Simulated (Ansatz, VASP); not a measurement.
# One calculation of Ga, two programs

```xyz
1
Lattice="-1.3844 1.3844 2.3112 1.3844 -1.3844 2.3112 1.3844 1.3844 -2.3112" Properties=species:S:1:pos:R:3 pbc="T T T"
Ga    0.0000    0.0000    0.0000
```

This isn't the form of Ga at room conditions, which is orthorhombic.

Alike in both runs: task single point; functional PBEsol; k mesh 13 × 13 × 13; occupations gaussian, width 0.02 eV; no spin polarisation.

|  | VASP | Ansatz |
| --- | --- | --- |
| version | VASP 6.6.1 | Ansatz 0.2.0 |
| potentials or method | VASP PAW PBE potentials, release 64 (Ga_d), cutoff 520 eV | all-electron LAPW, scalar-relativistic |

```csv
,VASP,Ansatz,Ansatz less VASP
gap on the k mesh at the Fermi level (eV),none,none,-
pressure (GPa),-0.3,-0.3,0.00
largest component of the traceless stress (GPa),0.15,0.16,+0.008
```

A gap of «none» marks a metal or a gap that the smearing closes. Ansatz ran all-electron here, so the differences hold the error of VASP's frozen core and of both bases.

Caveats: the PAW data sets were made with another functional, which shifts forces and pressure a little (VASP).
